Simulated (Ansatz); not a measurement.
## 33S NMR of the central transition in SnS2 under strain

Cell: an entry of the Crystallography Open Database (COD), relaxed with PBE at fixed cell and then changed (z compressed by 3 %, ions relaxed).

```
Sn S
1.0
     3.60500    0.00000    0.00000
    -1.80250    3.12202    0.00000
     0.00000    0.00000    5.29620
Sn S
1 2
Direct
  0.00000 0.00000 0.00000
  0.66667 0.33333 0.72250
  0.33333 0.66667 0.27750
```

Atoms are numbered from 1 in the order listed; like atoms form one site, named after its first atom.

Computed with Ansatz: DFT, PBE, plane waves and PAW, scalar-relativistic, 420 eV cutoff, Γ-centred 14×14×8 k-points, Fermi–Dirac smearing 0.02 eV.

33S has I = 3/2 and Q = -69.40 mb (Pyykkö 2018); at 35.2 T its Larmor frequency is ν₀ = 115.2 MHz. Only the quadrupole interaction is simulated: positions count from each site's isotropic chemical shift, and shift anisotropy, dipolar and J coupling are left out.

Simulated pattern of one S site (static powder, Gaussian broadening 2 kHz):

offset (kHz), height and a bar:
```
   -29.20          3 
   -27.18         81 ########################
   -25.15        100 ##############################
   -23.12         64 ###################
   -21.09         51 ###############
   -19.06         44 #############
   -17.03         40 ############
   -15.00         38 ###########
   -12.98         36 ##########
   -10.95         35 ##########
    -8.92         33 #########
    -6.89         33 #########
    -4.86         32 #########
    -2.83         32 #########
    -0.80         31 #########
     1.22         26 #######
     3.25         27 #######
     5.28         29 ########
     7.31         31 #########
     9.34         36 ##########
    11.37         45 #############
    13.40         71 #####################
    15.42         57 #################
    17.45          2
```

Question: Which |C_Q| and η does the pattern imply?

Answer: The pattern spans 42.0 kHz before broadening and its centre of gravity is at -8.06 kHz, which fixes P_Q; the places of the horns and steps fix η. That gives P_Q = 6.09 MHz, |C_Q| = 6.09 MHz and η = 0.00. The sign of C_Q can't be read from the pattern.

An axis of threefold or higher order runs through S, so V_zz lies along it and η is zero.

Without spin–orbit coupling (the program notes it for Sn) the gradients can shift somewhat, as the gap is small. At this changed cell the PBE pressure is 9 GPa.
